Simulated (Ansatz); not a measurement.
# A change and its effect: TePb (Pm-3m)

```
CELL_PARAMETERS angstrom
3.87483 0.00000 0.00000
0.00000 3.87483 0.00000
0.00000 0.00000 3.87483
ATOMIC_POSITIONS crystal
Te 0.50000 0.50000 0.50000
Pb 0.00000 0.00000 0.00000
```

The conventional cell has a = 3.875 Å, b = 3.875 Å, c = 3.875 Å, α = 90.00°, β = 90.00°, γ = 90.00°. Te (atom 1) has 8 Pb at 3.36 Å as nearest neighbours. Around Pb (atom 2) lie 8 Te at 3.36 Å.

Level of theory, where no other is named: LDA, PAW on Ansatz 0.2.0's default frozen-core files (fitted under PBE), scalar-relativistic. k mesh 12×12×12, strains of ±0.003, Fermi-Dirac smearing of 0.100 eV, cutoff 420 eV. The cell was relaxed by PAW under this functional, which moved its volume by -9 % from the database entry's. The structure is one entry of a database and needn't be the stable phase.

With these settings the run gives C11 = 66.8, C44 = 16.5 GPa and B_V = 51.9 GPa (relaxed ions).

Question: The run is repeated in the same cell with basis.ecutwfc from its default to 22.0 Ry. What moves, and by how much?

Answer: C11: -1.1 %; C44: -4.74 %; B_V: -1.6 %. These settings are too loose or unsuited for a converged value.

Limits of these numbers: frozen-core PAW files fitted under PBE, their cores solved anew for the functional of the run; responses of metals move with mesh and smearing; no spin-orbit coupling on heavy atoms; the softest shear constant rests on one k mesh, and a soft shear can herald a distortion on cooling; basis or tolerance not converged.
